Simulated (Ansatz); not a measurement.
# ZnS2: the cost of one run

Program: Ansatz 0.2.0. Level of theory: DFT PBE, scalar-relativistic, plane waves, PAW. These are calculated values, not measurements.

## Step 1: The structure to begin with

It takes space group P6/mmm (No. 191, hexagonal). The conventional cell has a = 4.236 Å, b = 4.236 Å, c = 4.006 Å, α = 90.00°, β = 90.00°, γ = 120.00°. Zn (site symmetry 6/mmm) has 12 S at 3.16 Å as nearest neighbours. Around S (site symmetry -6m2) lie 3 S at 2.45 Å and 6 Zn at 3.16 Å.

Structure file:

```cif
data_structure
_symmetry_space_group_name_H-M 'P 1'
_symmetry_Int_Tables_number 1
_cell_length_a 4.2363
_cell_length_b 4.2363
_cell_length_c 4.0059
_cell_angle_alpha 90.000
_cell_angle_beta 90.000
_cell_angle_gamma 120.000
_cell_volume 62.26
loop_
_atom_site_label
_atom_site_type_symbol
_atom_site_fract_x
_atom_site_fract_y
_atom_site_fract_z
_atom_site_occupancy
Zn1 Zn 0.00000 0.00000 0.00000 1
S1 S 0.33333 0.66667 0.50000 1
S2 S 0.66667 0.33333 0.50000 1
```

A structure generator made this guess: species swapped into a database cell of ErGa2 (P6/mmm, No. 191), with Zn on the Er sites and S on the Ga sites. Its size is a rough estimate.

## Step 2: A first look at the guess

File input.yaml:

```yaml
crystal:
  lattice:
    - [4.23626187, 0.0, 0.0]
    - [-2.11813094, 3.6687104, 0.0]
    - [0.0, 0.0, 4.0059214]
  atoms:
    - { symbol: Zn, position: [0.0, 0.0, 0.0] }
    - { symbol: S, position: [0.33333333, 0.66666667, 0.5] }
    - { symbol: S, position: [0.66666667, 0.33333333, 0.5] }
basis:
  ecutwfc: 420
kpoints:
  mp_grid: { grid: [6, 6, 4] }
hamiltonian:
  xc: pbe
scf:
  occupations: { method: gaussian, width: 0.1 }
  lower_state_search: "off"
output:
  forces: true
  stress: true
  eigenvalues: true
```

Launch:

```bash
> ansatz run input.yaml --threads 1 --pin off --max-ram 2560MiB --backend cpu --events-out ev --progress --plain --runs-dir out
```

What time and memory should one allow on 1 thread of Arm Neoverse V1, shared host?

About 1.5 s, with a peak of 0.3 GiB.
